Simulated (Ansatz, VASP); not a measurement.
## ZnS in VASP and in Ansatz

The input INCAR:

```
PREC     = Accurate       # precision mode
ENCUT    = 520            # plane-wave cutoff, eV
EDIFF    = 1E-6           # SCF threshold, eV
ISMEAR   = -1             # smearing method
SIGMA    = 0.03           # smearing width, eV
LREAL    = F              # projectors in reciprocal space
LASPH    = T              # aspherical terms in the spheres
NELM     = 80             # most SCF steps
ALGO     = Normal         # electronic algorithm
ISIF     = 2              # what is computed and relaxed
LWAVE    = F              # write WAVECAR
LCHARG   = F              # write CHGCAR
GGA      = PE             # functional
NBANDS   = 26             # bands
```

The input KPOINTS:

```
Automatic mesh
0
Gamma
  8 8 5
```

POSCAR

```
ZnS
1.0
    3.8872187572      0.0000000000      0.0000000000
   -1.9436093786      3.3664301938      0.0000000000
    0.0000000000      0.0000000000      6.2340000000
Zn S
2 2
Direct
    0.3333333333      0.6666666667      0.0000000000
    0.6666666667      0.3333333333      0.5000000000
    0.3333333333      0.6666666667      0.3850000000
    0.6666666667      0.3333333333      0.8850000000
```

Input for Ansatz:

```yaml
crystal:
  lattice:
    - [3.8872187572, 0.0, 0.0]
    - [-1.9436093786, 3.3664301938, 0.0]
    - [0.0, 0.0, 6.234]
  atoms:
    - { symbol: Zn, position: [0.3333333333, 0.6666666667, 0.0] }
    - { symbol: Zn, position: [0.6666666667, 0.3333333333, 0.5] }
    - { symbol: S, position: [0.3333333333, 0.6666666667, 0.385] }
    - { symbol: S, position: [0.6666666667, 0.3333333333, 0.885] }
kpoints:
  mp_grid: { grid: [8, 8, 5] }
  band_path:
    path:
      - [0.0, 0.0, 0.0]
      - [0.5, 0.0, 0.0]
      - [0.3333333333, 0.3333333333, 0.0]
      - [0.0, 0.0, 0.0]
      - [0.0, 0.0, 0.5]
      - [0.5, 0.0, 0.5]
      - [0.3333333333, 0.3333333333, 0.5]
      - [0.0, 0.0, 0.5]
      - [0.5, 0.0, 0.5]
    npoints: 5
scf:
  occupations: { method: fermi_dirac, width: 0.03 }
hamiltonian:
  xc: pbe
  pseudopotentials: { kind: all_electron, lapw: { basis_error: 0.001 } }
output:
  forces: true
  stress: true
  eigenvalues: true
```

Change from the starting cell: equal xx and yy strain of +2 %.

Alike in both runs: task single point; functional PBE; k mesh 8 × 8 × 5; occupations fermi-dirac, width 0.03 eV; no spin polarisation.

```csv
,VASP,Ansatz
version,VASP 6.6.1,Ansatz 0.2.0
potentials or method,"VASP PAW PBE potentials, release 64 (Zn, S)","all-electron LAPW, scalar-relativistic"
plane-wave cutoff (eV),520,see its input
```

```tsv
	VASP	Ansatz	Ansatz less VASP
gap on the k mesh at the Fermi level (eV)	2.03	2.03	0.000
pressure (GPa)	-0.5	-0.6	-0.12
largest component of the traceless stress (GPa)	0.51	0.51	+0.004
rms of the force components (eV/Å)	0.112	0.112	-0.0007
```

Atom by atom the forces differ by 0.001 eV/Å (rms over components). Ansatz ran all-electron here, so the differences hold the error of VASP's frozen core and of both bases.
